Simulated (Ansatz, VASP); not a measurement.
# SnO in VASP and in Ansatz

The input POSCAR:

```
SnO
1.0
    3.8136952200      0.0000000000      0.0000000000
    0.0000000000      3.8136952200      0.0000000000
    0.0000000000      0.0000000000      4.8869133000
Sn O
2 2
Direct
    0.5000000000      0.0000000000      0.7646261400
    0.0000000000      0.5000000000      0.2353738600
    0.0000000000      0.0000000000      0.0000000000
    0.5000000000      0.5000000000      0.0000000000
```

The input INCAR.step1:

```
SYSTEM = SnO
  ALGO = Normal
  EDIFF = 1E-4
  ENCUT = 520
  GGA = PE
  ISMEAR = -1
  LASPH = .TRUE.
  LCHARG = .FALSE.
  LREAL = .FALSE.
  LWAVE = .TRUE.
  NBANDS = 28
  NELM = 60
  PREC = Accurate
  SIGMA = 0.05
```

The input INCAR.step2:

```
SYSTEM = SnO
  ALGO = Normal
  EDIFF = 1E-7
  ENCUT = 520
  ISIF = 2
  ISMEAR = -1
  ISTART = 1
  LASPH = .TRUE.
  LCHARG = .TRUE.
  LELF = .TRUE.
  LMIXTAU = .TRUE.
  LREAL = .FALSE.
  LVHAR = .TRUE.
  LWAVE = .FALSE.
  METAGGA = R2SCAN
  NBANDS = 28
  NELM = 60
  PREC = Accurate
  SIGMA = 0.05
```

File KPOINTS:

```
k-points
0
G
  4 4 3
  0 0 0
```

input.yaml

```yaml
crystal:
  lattice:
    - [3.81369522, 0.0, 0.0]
    - [0.0, 3.81369522, 0.0]
    - [0.0, 0.0, 4.8869133]
  atoms:
    - { symbol: Sn, position: [0.5, 0.0, 0.76462614] }
    - { symbol: Sn, position: [0.0, 0.5, 0.23537386] }
    - { symbol: O, position: [0.0, 0.0, 0.0] }
    - { symbol: O, position: [0.5, 0.5, 0.0] }
hamiltonian:
  xc: r2scan
  pseudopotentials: { kind: paw }
kpoints:
  mp_grid: { grid: [4, 4, 3] }
scf:
  occupations: { method: fermi_dirac, width: 0.05 }
  n_extra_bands: 10
output:
  forces: true
  stress: true
  eigenvalues: true
  dos: { projected: true, de: 0.05, nscf_kmesh: { grid: [6, 6, 5] } }
  write_density: true
  write_potential: true
  elf: true
  volumetric_format: npy
```

The cell is a database's computed one.

Alike in both runs: functional r2SCAN; k mesh 4 × 4 × 3; occupations fermi-dirac, width 0.05 eV; no spin polarisation.

```csv
,VASP,Ansatz
version,VASP 6.6.1,Ansatz 0.2.0
potentials or method,"VASP PAW PBE potentials, release 64 (Sn_d, O)",Ansatz PAW
plane-wave cutoff (eV),520,500
valence electrons in the cell,40,40
task,single point,projected density of states
```

VASP gave:

- gap on the k mesh at the Fermi level (eV): 0.29
- least direct gap on the mesh (eV): 2.37
- pressure (GPa): 0.1
- largest component of the traceless stress (GPa): 0.07
- rms of the force components (eV/Å): 0.012

Q: Which values does Ansatz return?

A: gap on the k mesh at the Fermi level (eV): 0.28; least direct gap on the mesh (eV): 2.38; pressure (GPa): -0.4; largest component of the traceless stress (GPa): 0.11; rms of the force components (eV/Å): 0.047.

Atom by atom the forces differ by 0.059 eV/Å (rms over components). The functional is the same, so the differences come from potentials, cutoffs and numerics.

Caveats: the k mesh is coarse (spacing up to 0.43 Å⁻¹), so the values aren't converged; spin-orbit coupling is left out, which moves the levels of the heavy elements; the PAW data sets were made with another functional, which shifts forces and pressure a little (VASP); an odd mesh through Γ misses points on the zone boundary, where band edges often lie (VASP); odd divisions of the mesh miss points on the zone boundary, where band edges often lie, so the gap on the mesh can be too wide (Ansatz); the PAW data sets come from PBE, with cores solved anew for the run's functional, which leaves a small shift of forces and pressure (Ansatz); the density of states is complete only up to the lowest level of the last band computed (Ansatz).
